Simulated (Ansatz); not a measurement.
# P: frozen-core PAW against all-electron methods

```
P
1.0
     4.27290    0.00000    0.00000
     0.00000    4.27290    0.00000
     0.00000    0.00000    4.37800
P
1
Direct
  0.00000 0.00000 0.00000
```

The geometry is COD entry 1534547, unchecked; take it as a test cell.

All numbers are computed: DFT, PBE, PAW with Ansatz's default frozen-core files, scalar-relativistic (Ansatz 0.2.0); DFT, PBE, all-electron PAW with datasets made for the crystal, scalar-relativistic (Ansatz 0.2.0); DFT, PBE, all-electron LAPW, scalar-relativistic (Ansatz 0.2.0).

For PAW: a Γ-centred 10×10×9 k mesh, Fermi–Dirac smearing of 0.08 eV, cutoff 420 eV, no spin polarisation. The crystal-made all-electron datasets (AE datasets) take a cutoff of 140 eV at this cell. LAPW targets a basis error of 0.25 meV/atom. The Ansatz runs share mesh, smearing and spin set-up. Plane-wave (PAW) pressures include the program's estimate of the Pulay term.

Stress and pressure are positive in compression.

Levels count from the Fermi level.

```tsv
quantity	PAW	AE datasets	LAPW
pressure (GPa)	-3.52	-3.52	-3.52
stress xx (GPa)	-3.66	-3.67	-3.66
stress zz (GPa)	-3.23	-3.23	-3.23
highest filled level at Γ (eV)	-8.762	-8.762	-8.762
lowest empty level at Γ (eV)	0.434	0.434	0.434
highest filled level at M (eV)	-0.529	-0.529	-0.529
lowest empty level at M (eV)	0.717	0.717	0.717
highest filled level at X (eV)	-0.820	-0.820	-0.820
lowest empty level at X (eV)	0.584	0.584	0.584
```
